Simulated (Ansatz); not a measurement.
BaTiO3:

```xyz
10
Lattice="-2.8277 -1.6326 -2.3177 2.8277 -4.8977 0.0000 -2.8277 -1.6326 4.6355" Properties=species:S:1:pos:R:3 pbc="T T T"
Ba    0.0173   -6.4883    4.4750
Ba   -2.8449   -4.9396    0.1605
Ti   -0.0507   -6.4912    1.1667
Ti    0.0507   -3.3041   -0.9720
O    -2.9184   -3.1975    2.1689
O     0.0907   -4.8993   -0.0148
O    -1.2876   -5.6890    2.2893
O    -1.4829   -2.5067   -0.1352
O    -4.0760   -2.5422   -0.0739
O     1.1912   -2.3885   -0.0897
```

Base run:

| Quantity | Value |
| --- | --- |
| Program | Ansatz 0.2.0 |
| Functional | PBEsol |
| Potentials or basis | Ansatz PAW |
| Cutoff | 420 eV (not typed: the program's choice for these potentials) |
| k mesh | 7 × 5 × 5 |
| Occupations | fermi-dirac, width 0.05 eV |
| Spin | spin-orbit coupling, no magnetisation |

Its results: band gap on the k mesh 2.24 eV, indirect (least direct gap 2.30 eV); pressure 2.2 GPa; largest force 3.141 eV/Å.

Q: The run is repeated on the same cell with these changes: functional from PBEsol to r2SCAN; cutoff from 420 eV (not typed: the program's choice for these potentials) to 500 eV (not typed: the program's choice for these potentials); spin from spin-orbit coupling, no magnetisation to no spin polarisation; potential files from those of the base run to others of the same set. What comes out?

A: Band gap on the k mesh 2.63 eV, indirect (least direct gap 2.68 eV); pressure 5.5 GPa; largest force 3.277 eV/Å.

Several settings changed at once, so the effect can't be laid on one alone.

Caveats: the PAW data sets come from PBE, with cores solved anew for the run's functional, which leaves a small shift of forces and pressure; forces of over 1 eV/Å show positions far from the minimum, so gaps and moduli don't describe the material at rest; spin-orbit coupling is left out, which moves the levels of the heavy elements (some runs).

A k mesh can miss the band edges.
